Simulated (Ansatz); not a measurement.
# BaTiO3 (P1) in Ansatz: band structure with r2SCAN+U

Aim: the band structure of BaTiO3 with r2SCAN+U.

All numbers are computed with Ansatz 0.2.0; they aren't measurements. Logs are shortened: lines on timing, memory, paths and dates and some standing lists are left out, and cuts for length are marked.

### Step 1. The crystal as given

The typed cell holds 10 atoms: a = 4.000 Å, b = 4.018 Å, c = 8.000 Å, α = 90.00°, β = 90.00°, γ = 90.00°.

### Step 2. Band structure, r2SCAN+U

Contents of input.yaml:

```yaml
crystal:
  lattice:
    - [-3.9998, 0.0, 0.0]
    - [0.0, 0.0, -4.018]
    - [0.0, -7.9996, 0.0]
  atoms:
    - { symbol: Ba, position: [0.00144355, 0.02304186, 0.50759263] }
    - { symbol: Ba, position: [0.99855645, 0.97695814, 0.99240737] }
    - { symbol: Ti, position: [0.48032989, 0.56318885, 0.23579995] }
    - { symbol: Ti, position: [0.51967011, 0.47281115, 0.76420005] }
    - { symbol: O, position: [0.49380053, 0.96597287, 0.25815002] }
    - { symbol: O, position: [0.50619947, 0.00202713, 0.74184998] }
    - { symbol: O, position: [0.50761037, 0.49933203, 0.50744356] }
    - { symbol: O, position: [0.49238963, 0.47066797, 0.99255644] }
    - { symbol: O, position: [0.0152243, 0.48840562, 0.27113375] }
    - { symbol: O, position: [0.9847757, 0.48159438, 0.72886625] }
hamiltonian:
  xc: r2scan
  pseudopotentials: { kind: paw }
  hubbard: { sites: [{ species: Ti, l: d, u_eff: 5.0 }] }
kpoints:
  mp_grid: { grid: [7, 7, 4] }
  band_path:
    path:
      - [[0.0, 0.0, 0.0], [0.5, 0.0, 0.0], [0.5, 0.5, 0.0], [0.0, 0.5, 0.0], [0.0, 0.0, 0.0], [0.0, 0.0, 0.5], [0.5, 0.0, 0.5], [0.5, 0.5, 0.5], [0.0, 0.5, 0.5], [0.0, 0.0, 0.5]]
      - [[0.0, 0.5, 0.0], [0.0, 0.5, 0.5]]
      - [[0.5, 0.0, 0.5], [0.5, 0.0, 0.0]]
      - [[0.5, 0.5, 0.0], [0.5, 0.5, 0.5]]
    npoints: 10
scf:
  occupations: { method: fermi_dirac, width: 0.05 }
  n_extra_bands: 25
output:
  forces: true
  stress: true
  eigenvalues: true
  fatbands: false
```

Potentials or basis: Ansatz PAW.

Launch:

```bash
ansatz run input.yaml --threads 4 --pin off --max-ram 11264MiB --backend cpu --events-out ev --progress --plain --runs-dir out
```

Output:

```text
Warning: RAYON_NUM_THREADS=4 ignored (pool sized by the plan → 4); use --threads N
Ba: projections on atomic orbitals take those of the free atom [Kr 4d10] 5s2 5p6 6s2, of charge +0.00 (hamiltonian.pseudopotentials.projection_atoms); the dataset's partial waves leave at most 9.7e-6 of an orbital's norm unspanned inside its sphere
Ti: projections on atomic orbitals take those of the free atom [Ne] 3s2 3p6 3d2 4s2, of charge +0.00 (hamiltonian.pseudopotentials.projection_atoms); the dataset's partial waves leave at most 4.1e-7 of an orbital's norm unspanned inside its sphere
O: projections on atomic orbitals take those of the free atom [He] 2s2 2p4, of charge +0.00 (hamiltonian.pseudopotentials.projection_atoms); the dataset's partial waves leave at most 1.9e-8 of an orbital's norm unspanned inside its sphere
scf.n_extra_bands = 25 over 40 filled bands (N_el = 80.0): the run solves 65 bands
Engine: ansatz 0.2.0, aarch64-unknown-linux-gnu
Pseudopotentials: kind: paw
Pseudopotential: Ba, paw, valence charge 10, recommended cutoff 500 eV (meta_gga), Ba.paw.azcp
Pseudopotential: Ti, paw, valence charge 12, recommended cutoff 500 eV (meta_gga), Ti.paw.azcp
Pseudopotential: O, paw, valence charge 6, recommended cutoff 500 eV (meta_gga), O.paw.azcp
Functional definition: r2SCAN
  parameter k0 = 0.174
  parameter k1 = 0.065
  parameter a1 = 4.9479
  exchange = r2scan_x(k0 = k0, k1 = k1, a1 = a1)
  correlation = r2scan_c
Crystal: 10 atoms, lattice volume = 128.563 Å³
Basis set: ecut = 500 eV, 3293 PW (Γ), exchange–correlation on 120×120×240 points (64 copies of the dense FFT grid, shifted against one another)
Bands: 65, of which v1, the nominal top of the filled ones, is band 40 counted from 1 (39 counted from 0)
Symmetry: 1 space group operations
Space group: P1 (ITA 1), of the structure as read, at distance tolerance 5.0e-5 Å
k-points: 99 of 196 (time reversal used)
Non-local potential: Ba, projectors of the file, l = 0: 3, l = 1: 2, l = 2: 2, l = 3: 2
Non-local potential: Ti, projectors of the file, l = 0: 3, l = 1: 2, l = 2: 3, l = 3: 1
Non-local potential: O, projectors of the file, l = 0: 2, l = 1: 2, l = 2: 1
PAW form: soft (Blöchl's): semilocal exchange-correlation on the pseudo side does not see the compensation charge
PAW frozen core: Ba, regenerated for the run's functional (the file was generated under x = pbe(κ = 0.804, μ = 0.2195149727645171), c = pbe(β = 0.06672455060314922))
PAW frozen core: Ti, regenerated for the run's functional (the file was generated under x = pbe(κ = 0.804, μ = 0.2195149727645171), c = pbe(β = 0.06672455060314922))
PAW frozen core: O, regenerated for the run's functional (the file was generated under x = pbe(κ = 0.804, μ = 0.2195149727645171), c = pbe(β = 0.06672455060314922))
PAW one-centre angular grid: Ba, 302 points (default); XC on 160 Gauss nodes
PAW one-centre angular grid: Ti, 590 points (default); XC on 160 Gauss nodes
PAW one-centre angular grid: O, 302 points (default); XC on 160 Gauss nodes
Initial density: superposition of atomic densities (chi_scale 0.1, normalization cell, long waves of neutral atoms under a Hubbard term (reshape's long-wave potential 0.20 eV rms, cloud 2.81 Å wide))
Initial wavefunctions: pseudopotential atomic-orbital guess
Functional: x = r2scan, c = r2scan; τ floored in thin density (d = 2e-4 eV/Å³)
SCF iter   1: F=—  HF=-20357.891633 eV  |F-HF|=—  |Δ(HF+E_count)|=         —  Δρ=6.87e-2  dr2=8.29e0  dr2_τ=8.49e-1  ethr=3.10e-3  ⟨swp⟩=7.1  Hψ=32944  notcnv=0  defer=861
preconditioner: auto → Resta (q_TF=auto, 2.521 Å⁻¹)  ε∞=3.9  [insulator: Δε(μ)=3.785 eV  Ē_g=15.020 eV  σ=0.050 eV  W_gap=1.00  n_scr=38 (ndim 8)  ℏωp=25.4 eV  f_vac=0.000  D(μ)=0.00/eV (n_scr^D=0)  ε∞_Penn≈3.9]
SCF iter   2: F=—  HF=-20357.221924 eV  |F-HF|=—  |Δ(HF+E_count)|=   6.70e-1  Δρ=3.66e-2  dr2=1.29e0  dr2_τ=2.22e-1  ethr=3.10e-3  ⟨swp⟩=3.1  Hψ=12712  notcnv=0  defer=1814
SCF iter   3: F=—  HF=-20357.248982 eV  |F-HF|=—  |Δ(HF+E_count)|=   2.71e-2  Δρ=1.56e-2  dr2=3.40e-1  dr2_τ=2.50e-2  ethr=1.61e-3  ⟨swp⟩=2.5  Hψ=7726  notcnv=0  defer=1801
SCF iter   4: F=—  HF=-20357.279173 eV  |F-HF|=—  |Δ(HF+E_count)|=   3.02e-2  Δρ=6.77e-3  dr2=5.31e-2  dr2_τ=6.98e-3  ethr=4.25e-4  ⟨swp⟩=3.1  Hψ=9345  notcnv=0  defer=1801
SCF iter   5: F=—  HF=-20357.277606 eV  |F-HF|=—  |Δ(HF+E_count)|=   1.57e-3  Δρ=2.79e-3  dr2=8.88e-3  dr2_τ=1.28e-3  ethr=6.64e-5  ⟨swp⟩=2.7  Hψ=9809  notcnv=0  defer=1760
SCF iter   6: F=—  HF=-20357.276584 eV  |F-HF|=—  |Δ(HF+E_count)|=   1.02e-3  Δρ=8.76e-4  dr2=7.14e-4  dr2_τ=1.07e-4  ethr=1.11e-5  ⟨swp⟩=2.0  Hψ=8246  notcnv=0  defer=1760
SCF iter   7: F=—  HF=-20357.276742 eV  |F-HF|=—  |Δ(HF+E_count)|=   1.58e-4  Δρ=2.89e-4  dr2=1.03e-4  dr2_τ=1.10e-5  ethr=8.93e-7  ⟨swp⟩=2.0  Hψ=7705  notcnv=0  defer=1759
SCF iter   8: F=—  HF=-20357.276741 eV  |F-HF|=—  |Δ(HF+E_count)|=   6.21e-7  Δρ=9.63e-5  dr2=9.66e-6  dr2_τ=1.48e-6  ethr=1.29e-7  ⟨swp⟩=2.0  Hψ=7593  notcnv=0  defer=1759
SCF iter   9: F=—  HF=-20357.276742 eV  |F-HF|=—  |Δ(HF+E_count)|=   8.87e-7  Δρ=4.17e-5  dr2=2.24e-6  dr2_τ=1.83e-7  ethr=1.21e-8  ⟨swp⟩=2.0  Hψ=8818  notcnv=0  defer=1759
SCF iter  10: F=—  HF=-20357.276742 eV  |F-HF|=—  |Δ(HF+E_count)|=   1.26e-7  Δρ=1.34e-5  dr2=2.08e-7  dr2_τ=2.98e-8  ethr=2.79e-9  ⟨swp⟩=2.0  Hψ=7525  notcnv=0  defer=1759
SCF iter  11: F=-20357.276742 eV  HF=-20357.276742 eV  |F-HF|=2.18e-10  |Δ(HF+E_count)|=   6.66e-9  Δρ=3.98e-6  dr2=1.71e-8  dr2_τ=3.85e-9  ethr=1.25e-10  ⟨swp⟩=14.9  Hψ=42388  notcnv=0
SCF 1 converged in 11 iterations: F = -20357.276742 eV  dr2 = 1.71e-8
NSCF: frozen V_eff on 124 k-points
SCF converged after 11 iterations
Free energy (F): -20357.276742 eV
Harris-Foulkes:  -20357.276742 eV  (|F-HF|=2.18e-10)
Internal energy: -20357.276742 eV  (E = F + TS)
E sigma→0 (E₀):  -20357.276742 eV
Fermi energy:    12.331209 eV
--- Per-component energies (eV) ---
  E_band       = -351.616188
  E_kinetic    = 1956.384226
  E_local      = -4280.943747  (includes V_loc(G=0)·N_el)
  E_nonlocal   = 398.318433
  E_hartree    = 1674.679018
  E_xc         = -952.889986
  E_vxc        = -1211.820328  (∫ρ·V_xc dr)
  E_hubbard    = 8.240965  (on-site DFT+U / exact-exchange correction)
  E_vhub       = 5.724409  (the Hubbard potential's part of the band-sum identity)
  E_paw        = -13570.701977  (= ΣΔE_a)
  E_vpaw       = -642.386771  (= ΣTr[D̂ρ^β])
  E_aug_tail   = 0.006248  (compensation charges beyond the density's cutoff)
  E_vtau       = 73.744121  (kinetic-family band-sum trace: ∫τ·v_τ [+ j·A + Jᵃ·Aᵃ] dr)
  E_ewald      = -5589.812193
  E_core_change = -0.557728  (= ΣΔE_core)
  E_smearing   = -0.000000  (= −TS)
  E_closure    = 0.000000  (closes the sum)
  Σ components = -20357.276742   (vs F -20357.276742, Δ=0.00e0)
--- Forces (eV/Å), atoms counted from 1 ---
  atom   1  Ba    -0.02158291     0.55099092     0.67816040
  atom   2  Ba    -0.04438882     0.09263604    -0.69534617
  atom   3  Ti    -0.39724556    -4.27339317     6.10801193
  atom   4  Ti     0.31287321     6.07391186    -0.38197769
  atom   5  O     -0.35378257     1.20522871    -4.61461659
  atom   6  O      0.28900061    -1.85311372     0.50581487
  atom   7  O      0.30265958     0.53950327    -0.05654766
  atom   8  O     -0.03974864    -2.02699330    -0.59462513
  atom   9  O      0.60806486     2.40254681    -0.40470558
  atom  10  O     -0.65583842    -2.71130958    -0.54415376
  max |Σ_I F_I| component: 1.46e-5 eV/Å
--- Stress (GPa, compression-positive) ---
        5.265633       0.294741      -0.130145
        0.294741       6.430576       1.516008
       -0.130145       1.516007      15.581124
  P = ⅓ Tr σ = 9.0924 GPa (90.924 kbar)
--- Band table (eV; the first three rows and the last of 99) ---
  k-point 0: bands = ["-49.6189", "-49.4202", "-24.9714", "-24.8160", "-24.7520", "-24.7452", "-24.5344", "-24.5035", "-16.2843", "-14.1781", "-8.3611", "-8.0178", "-7.4900", "-6.8809", "-6.8370", "-5.2825", "-1.0801", "-1.0590", "-0.8876", "1.0505", "1.0717", "1.1418", "5.6275", "6.9969", "7.0910", "7.3083", "7.3286", "7.4123", "7.6416", "7.7624", "8.1702", "8.2160", "8.3252", "8.6166", "8.9890", "9.2016", "9.3724", "10.2641", "10.7265", "10.9927", "13.4394", "13.6312", "13.7499", "14.5520", "14.6780", "14.8470", "14.9425", "15.0876", "15.1931", "15.4564", "15.7642", "16.7305", "17.5435", "18.1932", "18.5452", "18.6163", "18.7792", "19.3417", "20.1814", "20.2659", "20.9562", "20.9788", "21.0699", "21.3011", "21.3082"]
  k-point 1: bands = ["-49.6191", "-49.4204", "-24.9714", "-24.8151", "-24.7520", "-24.7451", "-24.5353", "-24.5035", "-16.2837", "-14.1799", "-8.3673", "-7.9597", "-7.5325", "-6.8798", "-6.8460", "-5.2914", "-1.0783", "-1.0577", "-0.8759", "1.0410", "1.0671", "1.1373", "5.7306", "7.0743", "7.1302", "7.2817", "7.3321", "7.4293", "7.6333", "7.6937", "8.0716", "8.2949", "8.3784", "8.6140", "8.9296", "9.1789", "9.3289", "10.0092", "10.7122", "10.9579", "13.4654", "13.7552", "13.8545", "14.5746", "14.7042", "14.8698", "14.9493", "15.1432", "15.2442", "15.6164", "15.8359", "16.5871", "17.6595", "18.1941", "18.3796", "18.6692", "18.8262", "18.9031", "20.1894", "20.6410", "20.8911", "21.0288", "21.0347", "21.1319", "21.2992"]
  k-point 2: bands = ["-49.6192", "-49.4205", "-24.9714", "-24.8142", "-24.7519", "-24.7451", "-24.5362", "-24.5035", "-16.2830", "-14.1816", "-8.3720", "-7.8878", "-7.5906", "-6.8775", "-6.8559", "-5.3004", "-1.0765", "-1.0563", "-0.8640", "1.0313", "1.0626", "1.1331", "5.8495", "7.1526", "7.1874", "7.2462", "7.3514", "7.4138", "7.5847", "7.6337", "8.0462", "8.2996", "8.4460", "8.6686", "8.8563", "9.1590", "9.2878", "9.7330", "10.6884", "10.9261", "13.4771", "13.9408", "14.0324", "14.5768", "14.6753", "14.7042", "14.8293", "15.2393", "15.5264", "15.8329", "16.0307", "16.3269", "17.5568", "18.1946", "18.2611", "18.6682", "18.8044", "18.9639", "20.1920", "20.6022", "20.7508", "20.9620", "21.0237", "21.0580", "21.1655"]
  k-point 98: bands = ["-49.6180", "-49.4193", "-24.9779", "-24.8151", "-24.7933", "-24.7513", "-24.5475", "-24.5300", "-16.1618", "-14.0410", "-8.5497", "-7.7436", "-7.2598", "-6.8831", "-6.6399", "-5.4895", "-1.1770", "-1.0726", "-0.9627", "0.8666", "1.0430", "1.2069", "5.5949", "6.1742", "6.3724", "6.5011", "6.6938", "6.9577", "7.1271", "7.5776", "7.6278", "7.8743", "8.2059", "8.6391", "8.9589", "9.0690", "9.3560", "9.5323", "10.1875", "10.9450", "14.0701", "14.4979", "14.6732", "14.7913", "14.9253", "15.1653", "15.6239", "16.2109", "16.5316", "17.2060", "17.6369", "17.9624", "18.1455", "18.4592", "18.7690", "19.7449", "19.9494", "20.4505", "20.6599", "20.7498", "20.8575", "21.0966", "21.1810", "21.2531", "21.2861"]
Occupation matrices written to <dir>
```

Run time: 82 s. Hardware: 4 threads of Arm Neoverse V2, shared host; peak memory 1.7 GiB.

What came out:

```
Free energy             : -20357.2767 eV
Pressure                : 9.1 GPa
Largest force           : 7.465 eV/Å
Band gap on the k mesh  : 2.28 eV, indirect (least direct gap 2.45 eV)
Band gap along the path : 2.22 eV, indirect (least direct gap 2.45 eV)
```

Forces in eV/Å, atoms in the order of the input:
```
Ba  -0.022  0.551  0.678
Ba  -0.044  0.093 -0.695
Ti  -0.397 -4.273  6.108
Ti   0.313  6.074 -0.382
O   -0.354  1.205 -4.615
O    0.289 -1.853  0.506
O    0.303  0.540 -0.057
O   -0.040 -2.027 -0.595
O    0.608  2.403 -0.405
O   -0.656 -2.711 -0.544
```

Levels at the corners of the path, in eV from the valence-band top:
```
point  band 37  band 38  band 39  band 40  band 41  band 42  band 43  band 44
    Γ    -1.85    -0.96    -0.50    -0.23     2.22     2.41     2.53     3.33
    X    -1.97    -1.49    -1.09    -0.27     2.68     3.31     3.48     3.60
    S    -1.35    -1.15    -0.18     0.00     3.26     3.54     3.80     3.96
    Y    -1.74    -1.31    -0.72    -0.58     2.60     3.47     3.52     3.71
    Γ    -1.85    -0.96    -0.50    -0.23     2.22     2.41     2.53     3.33
    Z    -1.93    -1.49    -0.53    -0.30     2.25     2.72     2.81     3.35
    U    -1.82    -1.76    -1.12    -0.31     2.87     3.28     3.47     3.49
    R    -1.36    -1.16    -0.24    -0.09     3.41     3.63     3.75     3.89
    T    -1.99    -1.55    -0.79    -0.61     2.89     3.45     3.51     3.62
    Z    -1.93    -1.49    -0.53    -0.30     2.25     2.72     2.81     3.35
    Y    -1.74    -1.31    -0.72    -0.58     2.60     3.47     3.52     3.71
    T    -1.99    -1.55    -0.79    -0.61     2.89     3.45     3.51     3.62
    U    -1.82    -1.76    -1.12    -0.31     2.87     3.28     3.47     3.49
    X    -1.97    -1.49    -1.09    -0.27     2.68     3.31     3.48     3.60
    S    -1.35    -1.15    -0.18     0.00     3.26     3.54     3.80     3.96
    R    -1.36    -1.16    -0.24    -0.09     3.41     3.63     3.75     3.89
```

Eigenvalues of the final occupation matrices:
| site | spin | trace | eigenvalues |
| --- | --- | --- | --- |
| site 1 | 1 | 1.09 | 0.13 0.19 0.20 0.26 0.32 |
| site 2 | 1 | 1.06 | 0.15 0.16 0.17 0.28 0.30 |

Caveat: the k mesh misses the band edges, so the gap on the mesh is wider than the one along the path; spin-orbit coupling is left out, which moves the levels of the heavy elements; the PAW data sets come from PBE, with cores solved anew for the run's functional, which leaves a small shift of forces and pressure; forces of over 1 eV/Å show positions far from the minimum, so gaps and moduli don't describe the material at rest.
